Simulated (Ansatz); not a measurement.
**K8Cl7: nudged elastic band, vacancy jump**

Level of theory: DFT PBEsol, scalar-relativistic, plane waves, PAW in Ansatz 0.2.0. Settings: plane waves to 420 eV, k-mesh 4×4×4 (Γ-centred), Gaussian smearing 0.05 eV. No spin polarisation.

5 inner image(s), climbing default, force tolerance 0.05 eV/Å, at most 60 iterations, fixed cell. The cell carries a charge of +1 e on a uniform background, with no finite-size correction, so the barrier is rough in so small a cell.

The run took 19 min on 4 threads of Arm Neoverse V1, with other jobs on the host, peak memory 5 GiB.

Command:
```bash
ansatz run input.yaml --threads 4 --pin off --max-ram 9216MiB --backend cpu --events-out ev --progress --plain --runs-dir out
```

Input:
```yaml
crystal:
  lattice:
    - [0.0, 6.241408308, -6.241408308]
    - [6.241408308, 6.241408308, 0.0]
    - [6.241408308, 0.0, -6.241408308]
  atoms:
    - { symbol: K, position: [0.5114453328, 0.4885546672, -0.0114453328] }
    - { symbol: K, position: [0.5114453328, 0.0114453328, -0.0114453328] }
    - { symbol: K, position: [1.0, 0.5, 0.0] }
    - { symbol: K, position: [0.9885546672, 0.0114453328, -0.0114453328] }
    - { symbol: K, position: [0.5114453328, 0.4885546672, 0.5114453328] }
    - { symbol: K, position: [0.5, 0.0, 0.5] }
    - { symbol: K, position: [0.9885546672, 0.4885546672, 0.5114453328] }
    - { symbol: K, position: [0.9885546672, 0.0114453328, 0.5114453328] }
    - { symbol: Cl, position: [0.25, 0.25, 0.25] }
    - { symbol: Cl, position: [0.75, 0.75, 0.25] }
    - { symbol: Cl, position: [0.75, 0.25, 0.25] }
    - { symbol: Cl, position: [0.25, 0.75, 0.75] }
    - { symbol: Cl, position: [0.25, 0.25, 0.75] }
    - { symbol: Cl, position: [0.75, 0.75, 0.75] }
    - { symbol: Cl, position: [0.75, 0.25, 0.75] }
total_charge: 1
basis:
  ecutwfc: 420
kpoints:
  mp_grid: { grid: [4, 4, 4] }
hamiltonian:
  xc: pbesol
scf:
  occupations: { method: gaussian, width: 0.05 }
output:
  forces: true
neb:
  images: 5
  f_tol: 0.05
  max_iterations: 60
  order_check: false
  final_atoms:
    - { symbol: K, position: [0.5114452554, 0.5114452554, -0.0114452554] }
    - { symbol: K, position: [0.5114452554, -0.0114452554, -0.0114452554] }
    - { symbol: K, position: [0.9885547446, 0.5114452554, -0.0114452554] }
    - { symbol: K, position: [1.0, 0.0, 0.0] }
    - { symbol: K, position: [0.5, 0.5, 0.5] }
    - { symbol: K, position: [0.5114452554, -0.0114452554, 0.5114452554] }
    - { symbol: K, position: [0.9885547446, 0.5114452554, 0.5114452554] }
    - { symbol: K, position: [0.9885547446, -0.0114452554, 0.5114452554] }
    - { symbol: Cl, position: [0.25, -0.25, 0.25] }
    - { symbol: Cl, position: [0.75, 0.75, 0.25] }
    - { symbol: Cl, position: [0.75, 0.25, 0.25] }
    - { symbol: Cl, position: [0.25, 0.75, 0.75] }
    - { symbol: Cl, position: [0.25, 0.25, 0.75] }
    - { symbol: Cl, position: [0.75, 0.75, 0.75] }
    - { symbol: Cl, position: [0.75, 0.25, 0.75] }
```

Output (its end):
```
...
    - [6.241408308, 0.0, -6.241408308]
  atoms:
    - { symbol: K, position: [0.5008964353085625, 0.49999998957892827, -0.0008964339043305292] }
    - { symbol: K, position: [0.5629111888736336, -4.115621177191997e-9, -0.06291118858475597] }
    - { symbol: K, position: [1.006187915720739, 0.4654800213698359, 0.0061879089674387044] }
    - { symbol: K, position: [1.0061878890478744, 0.022144170863970913, 0.006187921108310734] }
    - { symbol: K, position: [0.49381205902485265, 0.5345200052484904, 0.4938120918912245] }
    - { symbol: K, position: [0.49381209604137893, -0.022144150293883724, 0.4938120913226712] }
    - { symbol: K, position: [0.9991035781731726, 0.5000000063946058, 0.5008964206854921] }
    - { symbol: K, position: [0.9370888260612896, -1.5072315617814525e-8, 0.5629111708141815] }
    - { symbol: Cl, position: [0.25000003162378776, -2.9470513918106178e-8, 0.25000001269226807] }
    - { symbol: Cl, position: [0.7871057786477682, 0.7406846607727946, 0.2315248895262993] }
    - { symbol: Cl, position: [0.7128942071861052, 0.2593153461379192, 0.26847512254218764] }
    - { symbol: Cl, position: [0.23152487618541623, 0.740684677223893, 0.7871057971076225] }
    - { symbol: Cl, position: [0.26847511263884305, 0.2593153276307179, 0.7128942172939565] }
    - { symbol: Cl, position: [0.7499999996210827, 0.7226407317470873, 0.7500000013234698] }
    - { symbol: Cl, position: [0.7500000058454933, 0.2773592619840908, 0.7499999772139639] }
```

Self-consistency was reached.

Final band:

```tsv
image	s (Å)	ΔE (eV)
0	0.000	0.000
1	0.847	0.142
2	1.694	0.496
3	2.541	0.689
4	3.388	0.496
5	4.236	0.142
6	5.083	0.000
```

Highest image over the start 0.689 eV, over the end 0.689 eV. The order of the saddle wasn't checked, and a path that keeps a symmetry can read too high.

By iteration:

| iteration | largest band force component (eV/Å) | highest image (eV) |
| --- | --- | --- |
| 1 | 3.129 | 2.521 |
| 2 | 1.210 | 1.149 |
| 3 | 0.458 | 0.775 |
| 4 | 0.118 | 0.698 |
| 5 | 0.026 | 0.689 |

Images of the last band (Å, true forces in eV/Å):

```xyz
15
Lattice="0.000 6.241 -6.241 6.241 6.241 0.000 6.241 0.000 -6.241" Properties=species:S:1:pos:R:3:forces:R:3 pbc="T T T" image=0 dE_eV=0.0000
K     2.978    6.241   -3.121   -0.003    0.000    0.000
K     0.000    3.264   -3.121    0.000    0.003    0.000
K     3.121    9.362   -6.241    0.000    0.000    0.000
K     0.000    6.241   -6.099    0.000    0.000    0.003
K     6.241    6.241   -6.384    0.000    0.000   -0.003
K     3.121    3.121   -6.241    0.000    0.000    0.000
K     6.241    9.219   -9.362    0.000   -0.003    0.000
K     3.264    6.241   -9.362    0.003    0.000    0.000
Cl    3.121    3.121   -3.121    0.000    0.000    0.000
Cl    6.241    9.362   -6.241    0.000    0.000    0.000
Cl    3.121    6.241   -6.241    0.000    0.000    0.000
Cl    9.362    6.241   -6.241    0.000    0.000    0.000
Cl    6.241    3.121   -6.241    0.000    0.000    0.000
Cl    9.362    9.362   -9.362    0.000    0.000    0.000
Cl    6.241    6.241   -9.362    0.000    0.000    0.000
15
Lattice="0.000 6.241 -6.241 6.241 6.241 0.000 6.241 0.000 -6.241" Properties=species:S:1:pos:R:3:forces:R:3 pbc="T T T" image=1 dE_eV=0.1425
K     3.013    6.122   -3.121   -0.042   -0.044    0.000
K    -0.221    3.335   -3.121    0.044   -0.061    0.000
K     3.046    9.288   -6.290    0.006    0.006    0.027
K     0.126    6.367   -6.133   -0.031   -0.031    0.034
K     6.367    6.367   -6.350   -0.031   -0.031   -0.034
K     3.046    3.046   -6.193    0.006    0.006   -0.027
K     6.122    9.254   -9.362   -0.044   -0.042    0.000
K     3.335    6.021   -9.362   -0.061    0.044    0.000
Cl    2.695    2.695   -3.121    0.217    0.217    0.000
Cl    6.163    9.498   -6.302    0.011   -0.029    0.025
Cl    3.256    6.163   -6.181   -0.029    0.011   -0.025
Cl    9.498    6.163   -6.302   -0.029    0.011    0.025
Cl    6.163    3.256   -6.181    0.011   -0.029   -0.025
Cl    9.222    9.222   -9.362    0.012    0.012    0.000
Cl    6.303    6.303   -9.362   -0.043   -0.043    0.000
15
Lattice="0.000 6.241 -6.241 6.241 6.241 0.000 6.241 0.000 -6.241" Properties=species:S:1:pos:R:3:forces:R:3 pbc="T T T" image=2 dE_eV=0.4964
K     3.063    6.193   -3.121   -0.056   -0.027    0.000
K    -0.360    3.436   -3.121    0.010   -0.055    0.000
K     2.983    9.224   -6.347   -0.006   -0.006   -0.022
K     0.167    6.408   -6.217   -0.016   -0.016    0.048
K     6.408    6.408   -6.266   -0.016   -0.016   -0.048
K     2.983    2.983   -6.136   -0.006   -0.006    0.022
K     6.193    9.304   -9.362   -0.027   -0.056    0.000
K     3.436    5.882   -9.362   -0.055    0.010    0.000
Cl    2.147    2.147   -3.121    0.260    0.260    0.000
Cl    6.105    9.536   -6.344   -0.003   -0.012    0.016
Cl    3.294    6.105   -6.139   -0.012   -0.003   -0.016
Cl    9.536    6.105   -6.344   -0.012   -0.003    0.016
Cl    6.105    3.294   -6.139   -0.003   -0.012   -0.016
Cl    9.187    9.187   -9.362   -0.019   -0.019    0.000
Cl    6.368    6.368   -9.362   -0.037   -0.037    0.000
15
Lattice="0.000 6.241 -6.241 6.241 6.241 0.000 6.241 0.000 -6.241" Properties=species:S:1:pos:R:3:forces:R:3 pbc="T T T" image=3 dE_eV=0.6890
K     3.115    6.247   -3.121   -0.026    0.026    0.000
K    -0.393    3.513   -3.121    0.004   -0.004    0.000
K     2.944    9.185   -6.319   -0.009   -0.009   -0.005
K     0.177    6.418   -6.319    0.009    0.009   -0.005
K     6.418    6.418   -6.164    0.009    0.009    0.005
K     2.944    2.944   -6.164   -0.009   -0.009    0.005
K     6.247    9.357   -9.362    0.026   -0.026    0.000
K     3.513    5.849   -9.362   -0.004    0.004    0.000
Cl    1.560    1.560   -3.121    0.000    0.000    0.000
Cl    6.068    9.536   -6.358   -0.005    0.005    0.009
Cl    3.294    6.068   -6.125    0.005   -0.005   -0.009
Cl    9.536    6.068   -6.358    0.005   -0.005    0.009
Cl    6.068    3.294   -6.125   -0.005    0.005   -0.009
Cl    9.191    9.191   -9.362   -0.005   -0.005    0.000
Cl    6.412    6.412   -9.362    0.005    0.005    0.000
15
Lattice="0.000 6.241 -6.241 6.241 6.241 0.000 6.241 0.000 -6.241" Properties=species:S:1:pos:R:3:forces:R:3 pbc="T T T" image=4 dE_eV=0.4964
K     3.170    6.299   -3.121    0.027    0.056    0.000
K    -0.315    3.480   -3.121    0.055   -0.010    0.000
K     2.954    9.195   -6.217    0.016    0.016    0.048
K     0.138    6.379   -6.347    0.006    0.006   -0.022
K     6.379    6.379   -6.136    0.006    0.006    0.022
K     2.954    2.954   -6.266    0.016    0.016   -0.048
K     6.299    9.411   -9.362    0.056    0.027    0.000
K     3.480    5.926   -9.362   -0.010    0.055    0.000
Cl    0.973    0.973   -3.121   -0.260   -0.260    0.000
Cl    6.068    9.499   -6.344    0.012    0.003    0.016
Cl    3.257    6.068   -6.139    0.003    0.012   -0.016
Cl    9.499    6.068   -6.344    0.003    0.012    0.016
Cl    6.068    3.257   -6.139    0.012    0.003   -0.016
Cl    9.236    9.236   -9.362    0.037    0.037    0.000
Cl    6.416    6.416   -9.362    0.019    0.019    0.000
15
Lattice="0.000 6.241 -6.241 6.241 6.241 0.000 6.241 0.000 -6.241" Properties=species:S:1:pos:R:3:forces:R:3 pbc="T T T" image=5 dE_eV=0.1425
K     3.240    6.349   -3.121    0.044    0.042    0.000
K    -0.214    3.341   -3.121    0.061   -0.044    0.000
K     2.995    9.236   -6.133    0.031    0.031    0.034
K     0.075    6.316   -6.290   -0.006   -0.006    0.027
K     6.316    6.316   -6.193   -0.006   -0.006   -0.027
K     2.995    2.995   -6.350    0.031    0.031   -0.034
K     6.349    9.481   -9.362    0.042    0.044    0.000
K     3.341    6.027   -9.362   -0.044    0.061    0.000
Cl    0.426    0.426   -3.121   -0.217   -0.217    0.000
Cl    6.106    9.440   -6.302    0.029   -0.011    0.025
Cl    3.199    6.106   -6.181   -0.011    0.029   -0.025
Cl    9.440    6.106   -6.302   -0.011    0.029    0.025
Cl    6.106    3.199   -6.181    0.029   -0.011   -0.025
Cl    9.300    9.300   -9.362    0.043    0.043    0.000
Cl    6.382    6.382   -9.362   -0.012   -0.012    0.000
15
Lattice="0.000 6.241 -6.241 6.241 6.241 0.000 6.241 0.000 -6.241" Properties=species:S:1:pos:R:3:forces:R:3 pbc="T T T" image=6 dE_eV=0.0000
K     3.121    6.384   -3.121    0.000    0.003    0.000
K    -0.143    3.121   -3.121   -0.003    0.000    0.000
K     3.121    9.362   -6.099    0.000    0.000    0.003
K     0.000    6.241   -6.241    0.000    0.000    0.000
K     6.241    6.241   -6.241    0.000    0.000    0.000
K     3.121    3.121   -6.384    0.000    0.000   -0.003
K     6.384    9.362   -9.362    0.003    0.000    0.000
K     3.121    6.099   -9.362    0.000   -0.003    0.000
Cl    0.000    0.000   -3.121    0.000    0.000    0.000
Cl    6.241    9.362   -6.241    0.000    0.000    0.000
Cl    3.121    6.241   -6.241    0.000    0.000    0.000
Cl    9.362    6.241   -6.241    0.000    0.000    0.000
Cl    6.241    3.121   -6.241    0.000    0.000    0.000
Cl    9.362    9.362   -9.362    0.000    0.000    0.000
Cl    6.241    6.241   -9.362    0.000    0.000    0.000
```